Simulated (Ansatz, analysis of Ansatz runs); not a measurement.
**A hop of O in TiO2 (Pbcn), charge +2**

Wanted: path and barrier of a jump of O in TiO2 (Pbcn) at charge +2. The case: V_O hop (2.6 Å), in a cell of 96 host atoms with 1 O taken out.

Main program and level: Ansatz 0.2.0; plane-wave PAW DFT, PBEsol; nudged elastic band between two relaxed defect structures at fixed charge in a uniform background.

## (1) The structure

The cell holds 95 atoms: 32 Ti and 63 O. Its edges and angles: a = 9.076 Å, b = 10.990 Å, c = 9.758 Å, α = 90.0°, β = 90.0°, γ = 90.0°. It derives from TiO2 (space group Pbcn). Nearest the centre at fractional (0.500, 0.559, 0.625): O93 at 1.32 Å, Ti61 at 1.61 Å, O19 at 2.32 Å, O53 at 2.32 Å, Ti87 at 2.46 Å, Ti75 at 2.46 Å, O45 at 2.50 Å, O83 at 2.50 Å. The cell carries charge +2.

The cell's shortest repeat is 9.1 Å.

## (2) Relaxation of the start point, charge +2

The ends come first: from an unrelaxed start the top is counted from too high an energy, and the barrier comes out too low. Small random displacements break the symmetry of the ideal sites, so that the defect can distort if it gains by it. The charge of +2 is set by the electron count, and a uniform background keeps the cell neutral.

qp2.start/input.yaml reads:

```yaml
crystal:
  lattice:
    - [9.07556403, 0.0, 0.0]
    - [0.0, 10.98982655, 0.0]
    - [0.0, 0.0, 9.75788854]
  atoms:
    - { symbol: Ti, position: [0.25, 0.33756261, 0.375] }
    - { symbol: Ti, position: [0.0, 0.41243739, 0.125] }
[... 3 atom lines left out ...]
    - { symbol: O, position: [0.11421686, 0.44089157, 0.45939706] }
    - { symbol: O, position: [0.38578314, 0.44089157, 0.29060294] }
[... 5 atom lines left out ...]
    - { symbol: Ti, position: [0.25, 0.33756261, 0.875] }
    - { symbol: Ti, position: [0.0, 0.41243739, 0.625] }
[... 2 atom lines left out ...]
    - { symbol: O, position: [0.36421686, 0.30910843, 0.54060295] }
[... 1 atom line left out ...]
    - { symbol: O, position: [0.38578314, 0.44089157, 0.79060294] }
    - { symbol: O, position: [0.13578314, 0.30910843, 0.70939706] }
    - { symbol: O, position: [0.36421686, 0.19089157, 0.79060294] }
[... 3 atom lines left out ...]
    - { symbol: Ti, position: [0.25, 0.83756261, 0.375] }
[... 7 atom lines left out ...]
    - { symbol: O, position: [0.36421686, 0.69089157, 0.29060294] }
[... 1 atom line left out ...]
    - { symbol: O, position: [0.38578314, 0.55910843, 0.04060294] }
    - { symbol: O, position: [0.13578314, 0.69089157, 0.45939706] }
    - { symbol: Ti, position: [0.25, 0.83756261, 0.875] }
[... 1 atom line left out ...]
    - { symbol: Ti, position: [0.25, 0.66243739, 0.625] }
[... 1 atom line left out ...]
    - { symbol: O, position: [0.36421686, 0.80910843, 0.54060295] }
[... 1 atom line left out ...]
    - { symbol: O, position: [0.38578314, 0.94089157, 0.79060294] }
    - { symbol: O, position: [0.13578314, 0.80910843, 0.70939706] }
    - { symbol: O, position: [0.36421686, 0.69089157, 0.79060294] }
    - { symbol: O, position: [0.11421686, 0.55910843, 0.70939706] }
    - { symbol: O, position: [0.13578314, 0.69089157, 0.95939706] }
    - { symbol: Ti, position: [0.75, 0.33756261, 0.375] }
[... 4 atom lines left out ...]
    - { symbol: O, position: [0.61421686, 0.44089157, 0.45939706] }
[... 5 atom lines left out ...]
    - { symbol: O, position: [0.63578314, 0.19089157, 0.45939706] }
    - { symbol: Ti, position: [0.75, 0.33756261, 0.875] }
    - { symbol: Ti, position: [0.5, 0.41243739, 0.625] }
[... 2 atom lines left out ...]
    - { symbol: O, position: [0.86421686, 0.30910843, 0.54060295] }
    - { symbol: O, position: [0.61421686, 0.44089157, 0.95939706] }
    - { symbol: O, position: [0.88578314, 0.44089157, 0.79060294] }
    - { symbol: O, position: [0.63578314, 0.30910843, 0.70939706] }
[... 4 atom lines left out ...]
    - { symbol: Ti, position: [0.75, 0.83756261, 0.375] }
[... 2 atom lines left out ...]
    - { symbol: Ti, position: [0.5, 0.58756261, 0.375] }
[... 1 atom line left out ...]
    - { symbol: O, position: [0.61421686, 0.94089157, 0.45939706] }
[... 3 atom lines left out ...]
    - { symbol: O, position: [0.61421686, 0.55910843, 0.20939706] }
[... 1 atom line left out ...]
    - { symbol: O, position: [0.63578314, 0.69089157, 0.45939706] }
    - { symbol: Ti, position: [0.75, 0.83756261, 0.875] }
    - { symbol: Ti, position: [0.5, 0.91243739, 0.625] }
    - { symbol: Ti, position: [0.75, 0.66243739, 0.625] }
    - { symbol: Ti, position: [0.5, 0.58756261, 0.875] }
    - { symbol: O, position: [0.86421686, 0.80910843, 0.54060295] }
[... 2 atom lines left out ...]
    - { symbol: O, position: [0.63578314, 0.80910843, 0.70939706] }
    - { symbol: O, position: [0.86421686, 0.69089157, 0.79060294] }
    - { symbol: O, position: [0.61421686, 0.55910843, 0.70939706] }
    - { symbol: O, position: [0.88578314, 0.55910843, 0.54060295] }
    - { symbol: O, position: [0.63578314, 0.69089157, 0.95939706] }
total_charge: 2
basis:
  ecutwfc: 420
  xc_grid: 2
hamiltonian:
  xc: pbesol
kpoints:
  mp_grid: { grid: [1, 1, 1], shift: [0.25, 0.25, 0.25] }
scf:
  occupations: { method: fixed }
  max_iter: 150
output:
  forces: true
relax:
  f_tol: 0.02
  max_steps: 70
  random_displacement: { amplitude: 0.03, seed: 1662 }
```

The run is started by

```sh
> ansatz run input.yaml --threads 32 --pin off --max-ram 84787MiB --backend cuda --events-out ev --progress --plain --runs-dir out --max-vram 78GiB
```

Numbers of over 12 decimals in the logs are rounded to 6 here.

The log of the run:

```text
[... repeated set-up lines and file paths are left out, and long positions are rounded to six places ...]
The last accepted step is kept in <dir> (removed where the run ends without a failure and the disk answers)
Engine: ansatz 0.2.0, aarch64-unknown-linux-gnu
Pseudopotentials: kind: paw
Pseudopotential: Ti, paw, valence charge 12, recommended cutoff 420 eV (normal), Ti.paw.azcp
Pseudopotential: O, paw, valence charge 6, recommended cutoff 420 eV (normal), O.paw.azcp
Functional definition: PBEsol
  exchange = pbesol_x
  correlation = pbesol_c
[...]
Crystal: 95 atoms, lattice volume = 973.241 Å³
Basis set: ecut = 420 eV, 19047 PW (Γ), exchange–correlation on 128×150×144 points (8 copies of the dense FFT grid, shifted against one another)
Bands: 475, of which v1, the nominal top of the filled ones, is band 380 counted from 1 (379 counted from 0)
Symmetry: 1 space group operations
k-points: 1
Non-local potential: Ti, projectors of the file, l = 0: 3, l = 1: 2, l = 2: 3, l = 3: 1
Non-local potential: O, projectors of the file, l = 0: 2, l = 1: 2, l = 2: 1
PAW form: soft (Blöchl's): semilocal exchange-correlation on the pseudo side does not see the compensation charge
PAW frozen core: Ti, regenerated for the run's functional, and the local potential with it (the file was generated under x = pbe(κ = 0.804, μ = 0.219515), c = pbe(β = 0.066725))
PAW frozen core: O, regenerated for the run's functional, and the local potential with it (the file was generated under x = pbe(κ = 0.804, μ = 0.219515), c = pbe(β = 0.066725))
PAW one-centre angular grid: Ti, 590 points (default); XC on 64 Gauss nodes
PAW one-centre angular grid: O, 110 points (default); XC on 64 Gauss nodes
Initial density: superposition of atomic densities (neutral atoms scaled as one to the charged cell's electrons: chi_scale 0, normalization atom), corrected by the library's trained network
Initial wavefunctions: pseudopotential atomic-orbital guess
[...]
Functional: x = pbesol(κ = 0.804, μ = 0.123457), c = pbesol(β = 0.046)
SCF iter   1: F=—  HF=-114651.886073 eV  |F-HF|=—  |Δ(HF+E_count)|=         —  Δρ=2.02e-2  dr2=5.74e0  ethr=1.77e-3  ⟨swp⟩=5.0  Hψ=1447  notcnv=0  defer=92
preconditioner: auto → Resta (q_TF=auto, 2.618 Å⁻¹)  ε∞=9.1  [insulator: Δε(μ)=1.719 eV  Ē_g=9.398 eV  n_scr=282 (ndim 8)  ℏωp=26.7 eV  f_vac=0.015  ε∞_Penn≈9.1]
SCF iter   2: F=—  HF=-114651.094401 eV  |F-HF|=—  |Δ(HF+E_count)|=   7.92e-1  Δρ=1.02e-2  dr2=1.46e0  ethr=7.55e-4  ⟨swp⟩=3.0  Hψ=703  notcnv=0  defer=93
[...]
SCF iter  10: F=-114650.805810 eV  HF=-114650.805813 eV  |F-HF|=2.66e-6  |Δ(HF+E_count)|=   2.60e-6  Δρ=2.24e-5  dr2=6.05e-6  ethr=1.32e-9  ⟨swp⟩=4.0  Hψ=1242  notcnv=0
SCF 1 converged in 10 iterations: F = -114650.805810 eV  dr2 = 6.05e-6
  greatest PAW one-centre occupation: 0.999 electrons in one spin orbital (limit 2), on the Ti atom at site 62 (counted from 0), in its partial waves of l = 0
relax step   1: F+E_penalty+E_count = -114650.80581011 eV  Δ(F+E_penalty+E_count) = +0.000e0 eV  max|allowed force component| = 4.003e0 eV/Å  Δτ_max = 0.0000 Å  (10 SCF iters, dr2 threshold 1.00e-5 eV, accepted)
[... the SCF cycles and remarks between the steps are left out from here to the last step ...]
relax step   2: F+E_penalty+E_count = -114653.22258694 eV  Δ(F+E_penalty+E_count) = -2.417e0 eV  max|allowed force component| = 1.921e0 eV/Å  Δτ_max = 0.1948 Å  (8 SCF iters, dr2 threshold 1.00e-4 eV, accepted)
relax step   3: F+E_penalty+E_count = -114654.00676539 eV  Δ(F+E_penalty+E_count) = -7.842e-1 eV  max|allowed force component| = 5.769e-1 eV/Å  Δτ_max = 0.2000 Å  (7 SCF iters, dr2 threshold 1.00e-4 eV, accepted)
relax step   4: F+E_penalty+E_count = -114654.14682297 eV  Δ(F+E_penalty+E_count) = -1.401e-1 eV  max|allowed force component| = 3.032e-1 eV/Å  Δτ_max = 0.0801 Å  (7 SCF iters, dr2 threshold 3.00e-5 eV, accepted)
relax step   5: F+E_penalty+E_count = -114654.15756317 eV  Δ(F+E_penalty+E_count) = -1.074e-2 eV  max|allowed force component| = 9.388e-2 eV/Å  Δτ_max = 0.0333 Å  (6 SCF iters, dr2 threshold 8.29e-6 eV, accepted)
relax step   6: F+E_penalty+E_count = -114654.15928590 eV  Δ(F+E_penalty+E_count) = -1.723e-3 eV  max|allowed force component| = 1.705e-2 eV/Å  Δτ_max = 0.0131 Å  (7 SCF iters, dr2 threshold 8.45e-7 eV, accepted)
[...]
SCF 7 converged in 2 iterations: F = -114654.159286 eV  dr2 = 5.94e-8
relax step   7: F+E_penalty+E_count = -114654.15928593 eV  Δ(F+E_penalty+E_count) = -2.656e-8 eV  max|allowed force component| = 1.703e-2 eV/Å  Δτ_max = 0.0000 Å  (2 SCF iters, accepted)
SCF converged after 2 iterations
[...]
- { symbol: Ti, position: [-0.010870, 0.921881, 0.618899] }
    - { symbol: Ti, position: [0.222086, 0.690904, 0.641325] }
    - { symbol: Ti, position: [0.000794, 0.587379, 0.874348] }
    - { symbol: O, position: [0.364006, 0.801930, 0.543016] }
    - { symbol: O, position: [0.114163, 0.942560, 0.961969] }
    - { symbol: O, position: [0.385163, 0.940209, 0.791599] }
    - { symbol: O, position: [0.126261, 0.814333, 0.717791] }
    - { symbol: O, position: [0.360591, 0.691799, 0.790020] }
    - { symbol: O, position: [0.112829, 0.559532, 0.709211] }
    - { symbol: O, position: [0.136620, 0.691051, 0.961314] }
    - { symbol: Ti, position: [0.747547, 0.338303, 0.376753] }
    - { symbol: Ti, position: [0.500599, 0.407585, 0.117718] }
    - { symbol: Ti, position: [0.750232, 0.160836, 0.127832] }
    - { symbol: Ti, position: [0.498512, 0.088026, 0.377626] }
    - { symbol: O, position: [0.866348, 0.307790, 0.044037] }
    - { symbol: O, position: [0.604657, 0.445530, 0.461360] }
    - { symbol: O, position: [0.885832, 0.440117, 0.292784] }
    - { symbol: O, position: [0.635597, 0.308849, 0.210723] }
    - { symbol: O, position: [0.863526, 0.192276, 0.293818] }
    - { symbol: O, position: [0.614378, 0.057596, 0.212147] }
    - { symbol: O, position: [0.886391, 0.058582, 0.042770] }
    - { symbol: O, position: [0.633880, 0.192685, 0.463310] }
    - { symbol: Ti, position: [0.759127, 0.336017, 0.882443] }
    - { symbol: Ti, position: [0.512395, 0.399952, 0.634901] }
    - { symbol: Ti, position: [0.749821, 0.160331, 0.627105] }
    - { symbol: Ti, position: [0.501065, 0.088162, 0.875612] }
    - { symbol: O, position: [0.862185, 0.309717, 0.541655] }
    - { symbol: O, position: [0.613245, 0.439219, 0.955527] }
    - { symbol: O, position: [0.885647, 0.440118, 0.790618] }
    - { symbol: O, position: [0.639382, 0.300938, 0.715450] }
    - { symbol: O, position: [0.865553, 0.190454, 0.791723] }
    - { symbol: O, position: [0.615008, 0.056641, 0.710410] }
    - { symbol: O, position: [0.886086, 0.058782, 0.538580] }
    - { symbol: O, position: [0.636939, 0.189612, 0.962701] }
    - { symbol: Ti, position: [0.748703, 0.837020, 0.375078] }
    - { symbol: Ti, position: [0.504733, 0.914913, 0.128186] }
    - { symbol: Ti, position: [0.762595, 0.670538, 0.115610] }
    - { symbol: Ti, position: [0.519389, 0.585329, 0.349070] }
    - { symbol: O, position: [0.865444, 0.809363, 0.037609] }
    - { symbol: O, position: [0.613714, 0.939943, 0.460768] }
    - { symbol: O, position: [0.885908, 0.940735, 0.290803] }
    - { symbol: O, position: [0.635946, 0.807564, 0.209794] }
    - { symbol: O, position: [0.865849, 0.690579, 0.289050] }
    - { symbol: O, position: [0.622728, 0.557659, 0.199260] }
    - { symbol: O, position: [0.887601, 0.558005, 0.040094] }
    - { symbol: O, position: [0.634631, 0.689085, 0.456927] }
    - { symbol: Ti, position: [0.746680, 0.837756, 0.869799] }
    - { symbol: Ti, position: [0.497638, 0.912010, 0.624362] }
    - { symbol: Ti, position: [0.747738, 0.660713, 0.623530] }
    - { symbol: Ti, position: [0.496795, 0.587795, 0.873312] }
    - { symbol: O, position: [0.862789, 0.807782, 0.540748] }
    - { symbol: O, position: [0.614355, 0.939741, 0.960129] }
    - { symbol: O, position: [0.883333, 0.942021, 0.789557] }
    - { symbol: O, position: [0.633577, 0.807037, 0.707740] }
    - { symbol: O, position: [0.861072, 0.688374, 0.788939] }
    - { symbol: O, position: [0.601475, 0.557240, 0.698951] }
    - { symbol: O, position: [0.884338, 0.558116, 0.540044] }
    - { symbol: O, position: [0.635557, 0.689480, 0.956297] }
```

Run time: 5.2 s. Hardware: 1 × NVIDIA GB200 with 32 threads of Arm Neoverse V2, shared host; peak memory 1.4 GiB; 18 s of CPU time.

Step by step:

| step | energy less that of the first step (eV) | largest force component (eV/Å) |
| --- | --- | --- |
| 1 | 0.0000 | 4.0030 |
| 2 | -2.4168 | 1.9209 |
| 3 | -3.2010 | 0.5769 |
| 4 | -3.3410 | 0.3032 |
| 5 | -3.3518 | 0.0939 |
| 6 | -3.3535 | 0.0170 |
| 7 | -3.3535 | 0.0170 |

The atoms that moved most (Å, from the sites as typed, ahead of the random displacement, the mean shift of all atoms taken out):

| atom | dx | dy | dz | length |
| --- | --- | --- | --- | --- |
| Ti39 | -0.255 | 0.315 | 0.157 | 0.435 |
| Ti75 | 0.174 | -0.022 | -0.255 | 0.310 |
| Ti61 | 0.111 | -0.135 | 0.095 | 0.199 |
| Ti74 | 0.113 | 0.091 | -0.094 | 0.173 |
| Ti38 | -0.100 | 0.106 | -0.061 | 0.158 |
| O93 | -0.117 | -0.018 | -0.104 | 0.158 |
| Ti37 | 0.054 | 0.041 | 0.129 | 0.146 |
| O44 | -0.088 | 0.060 | 0.080 | 0.133 |

Neighbours of O93 at the end:

| atom | distance (Å) |
| --- | --- |
| Ti86 | 1.897 |
| Ti87 | 1.977 |
| Ti61 | 2.008 |
| O19 | 2.491 |
| O53 | 2.624 |
| O91 | 2.762 |
| O45 | 2.785 |
| O83 | 2.787 |
| O65 | 2.822 |
| O67 | 2.842 |

This step gave:

```
free energy                                                                                       : -114654.1593 eV
r.m.s. move of the farther half of the atoms                                                      : 0.04448 Å
largest move from the ideal geometry of this structure, a common shift of the far atoms taken out : 0.4348 Å
```

The relaxation gained 3.353 eV and ended with a largest force component of 0.017 eV/Å.

## (3) Relaxation of the end point, charge +2

The end point is relaxed in the same cell and settings, so that the two energies compare. Atoms more than 3.2 Å from the middle of the hop start where the first relaxation left them, the nearer ones on or close to their ideal places, with small random displacements.

qp2.end/input.yaml reads:

```yaml
crystal:
  lattice:
    - [9.07556403, 0.0, 0.0]
    - [0.0, 10.98982655, 0.0]
    - [0.0, 0.0, 9.75788854]
  atoms:
    - { symbol: Ti, position: [0.25362632, 0.33882175, 0.37548813] }
    - { symbol: Ti, position: [0.00355573, 0.41234057, 0.12830758] }
[... 16 atom lines left out ...]
    - { symbol: O, position: [0.38578314, 0.44089157, 0.79060294] }
[... 19 atom lines left out ...]
    - { symbol: Ti, position: [0.25, 0.66243739, 0.625] }
[... 1 atom line left out ...]
    - { symbol: O, position: [0.36421686, 0.80910843, 0.54060295] }
[... 3 atom lines left out ...]
    - { symbol: O, position: [0.36421686, 0.69089157, 0.79060294] }
[... 7 atom lines left out ...]
    - { symbol: O, position: [0.61421686, 0.44089157, 0.45939706] }
[... 7 atom lines left out ...]
    - { symbol: Ti, position: [0.5, 0.41243739, 0.625] }
[... 13 atom lines left out ...]
    - { symbol: Ti, position: [0.5, 0.58756261, 0.375] }
[... 7 atom lines left out ...]
    - { symbol: O, position: [0.63578314, 0.69089157, 0.45939706] }
[... 2 atom lines left out ...]
    - { symbol: Ti, position: [0.75, 0.66243739, 0.625] }
    - { symbol: Ti, position: [0.5, 0.58756261, 0.875] }
[... 3 atom lines left out ...]
    - { symbol: O, position: [0.63578314, 0.80910843, 0.70939706] }
[... 1 atom line left out ...]
    - { symbol: O, position: [0.385725, 0.559138, 0.540675] }
[... 1 atom line left out ...]
    - { symbol: O, position: [0.63478556, 0.68969141, 0.95591051] }
total_charge: 2
basis:
  ecutwfc: 420
  xc_grid: 2
hamiltonian:
  xc: pbesol
kpoints:
  mp_grid: { grid: [1, 1, 1], shift: [0.25, 0.25, 0.25] }
scf:
  occupations: { method: fixed }
  max_iter: 150
output:
  forces: true
relax:
  f_tol: 0.02
  max_steps: 70
  random_displacement: { amplitude: 0.01, seed: 1662 }
```

The log of the run:

```text
[...]
Crystal: 95 atoms, lattice volume = 973.241 Å³
Basis set: ecut = 420 eV, 19047 PW (Γ), exchange–correlation on 128×150×144 points (8 copies of the dense FFT grid, shifted against one another)
Bands: 475, of which v1, the nominal top of the filled ones, is band 380 counted from 1 (379 counted from 0)
Symmetry: 1 space group operations
k-points: 1
[...]
SCF iter   1: F=—  HF=-114651.650775 eV  |F-HF|=—  |Δ(HF+E_count)|=         —  Δρ=1.98e-2  dr2=4.99e0  ethr=1.77e-3  ⟨swp⟩=5.0  Hψ=1446  notcnv=0  defer=92
[...]
SCF iter   2: F=—  HF=-114650.972086 eV  |F-HF|=—  |Δ(HF+E_count)|=   6.79e-1  Δρ=1.01e-2  dr2=1.30e0  ethr=6.56e-4  ⟨swp⟩=3.0  Hψ=703  notcnv=0  defer=93
[...]
SCF iter  10: F=-114650.728080 eV  HF=-114650.728082 eV  |F-HF|=1.55e-6  |Δ(HF+E_count)|=   2.95e-6  Δρ=1.94e-5  dr2=4.36e-6  ethr=1.32e-9  ⟨swp⟩=3.0  Hψ=1239  notcnv=0
[...]
- { symbol: O, position: [0.386168, 0.940092, 0.789338] }
    - { symbol: O, position: [0.137380, 0.807777, 0.709381] }
    - { symbol: O, position: [0.365217, 0.689122, 0.793557] }
    - { symbol: O, position: [0.115865, 0.558126, 0.710397] }
    - { symbol: O, position: [0.133948, 0.690635, 0.961459] }
    - { symbol: Ti, position: [0.752731, 0.338155, 0.377965] }
    - { symbol: Ti, position: [0.499215, 0.407660, 0.132716] }
    - { symbol: Ti, position: [0.747974, 0.162675, 0.126457] }
    - { symbol: Ti, position: [0.498936, 0.088326, 0.374488] }
    - { symbol: O, position: [0.862297, 0.308509, 0.040502] }
[...]
- { symbol: Ti, position: [0.745645, 0.338745, 0.874454] }
[...]
- { symbol: Ti, position: [0.748584, 0.835524, 0.876646] }
    - { symbol: Ti, position: [0.502472, 0.911979, 0.625823] }
    - { symbol: Ti, position: [0.777942, 0.690902, 0.608973] }
    - { symbol: Ti, position: [0.480702, 0.585406, 0.901247] }
[...]
- { symbol: O, position: [0.861156, 0.686493, 0.788136] }
    - { symbol: O, position: [0.398703, 0.557328, 0.551557] }
    - { symbol: O, position: [0.887338, 0.559612, 0.541208] }
    - { symbol: O, position: [0.634556, 0.687954, 0.958129] }
[key lines of the parts left out:]
SCF converged after 7 iterations
```

The job ended after 5.5 s (1 × NVIDIA GB200 with 32 threads; peak memory 1.4 GiB; 17 s of CPU time).

The steps of the relaxation:

| step | energy less that of the first step (eV) | largest force component (eV/Å) |
| --- | --- | --- |
| 1 | 0.0000 | 3.4723 |
| 2 | -2.4184 | 1.7647 |
| 3 | -3.2974 | 0.5513 |
| 4 | -3.4230 | 0.1113 |
| 5 | -3.4267 | 0.0362 |
| 6 | -3.4272 | 0.0115 |

The atoms that moved most (Å, from the sites as typed, ahead of the random displacement):

| atom | dx | dy | dz | length |
| --- | --- | --- | --- | --- |
| Ti86 | 0.253 | 0.314 | -0.157 | 0.432 |
| Ti87 | -0.176 | -0.023 | 0.255 | 0.311 |
| Ti38 | 0.205 | -0.001 | 0.124 | 0.240 |
| Ti61 | -0.112 | -0.135 | -0.095 | 0.200 |
| Ti74 | -0.112 | -0.122 | 0.084 | 0.186 |
| Ti27 | -0.110 | 0.121 | 0.084 | 0.184 |
| O93 | 0.117 | -0.019 | 0.106 | 0.159 |
| O44 | 0.107 | -0.074 | -0.079 | 0.152 |

Neighbours of O93 at the end:

| atom | distance (Å) |
| --- | --- |
| Ti39 | 1.898 |
| Ti75 | 1.978 |
| Ti61 | 2.007 |
| O53 | 2.490 |
| O19 | 2.622 |
| O41 | 2.761 |
| O83 | 2.782 |
| O45 | 2.787 |
| O7 | 2.826 |
| O17 | 2.841 |

This step gave:

```
free energy                                                                                       : -114654.1553 eV
r.m.s. move of the farther half of the atoms                                                      : 0.04457 Å
largest move from the ideal geometry of this structure, a common shift of the far atoms taken out : 0.4340 Å
```

The relaxation gained 3.427 eV and ended with a largest force component of 0.011 eV/Å. The end lies 0.004 eV above the start.

(Part 1 of 3 ends here.)

[Logs are printed without paths, hosts, clocks, repeated set-up lines and the standing remarks that a program may print on its own settings, such as how far it seeks lower states.]

[Hosts, paths, dates, database ids (printed as entryN), source tags and the programs' standing remarks are cut or masked in the printed files.]
